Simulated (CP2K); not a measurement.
Ag:

```
Ag
1.0
     2.93000    0.00000    0.00000
    -1.46500    2.53745    0.00000
     0.00000    0.00000    4.79000
Ag
2
Direct
  0.66667 0.33333 0.75000
  0.33333 0.66667 0.25000
```

This isn't the form of Ag at room conditions, which is fcc.

Base run:

| Property | Result |
| --- | --- |
| Program | CP2K 2026.2 |
| Functional | RPBE |
| Potentials or basis | POTENTIAL_UZH Ag GTH-PBE-q11; TZVP-MOLOPT-PBE-GTH basis |
| Density cutoff | 6123 eV |
| k mesh | 10 × 10 × 6 |
| Occupations | fermi-dirac, width 0.05 eV |
| Spin | no spin polarisation |

Its results: band gap on the k mesh none (metal or under the smearing width); pressure 3.2 GPa.

Task: The run is repeated on the same cell with these changes: dispersion from none to D3. What comes out?

Result: Band gap on the k mesh none (metal or under the smearing width); pressure 0.2 GPa.

Dispersion adds attraction, which lowers the pressure at fixed volume and, as a term added to the energy, leaves the levels alone.

Caveats: the potentials were made for another functional, which shifts forces and pressure; the basis of atomic orbitals isn't converged, which shifts pressures, moduli and gaps; pairwise dispersion overbinds metals, which lowers pressure and volume (some runs).
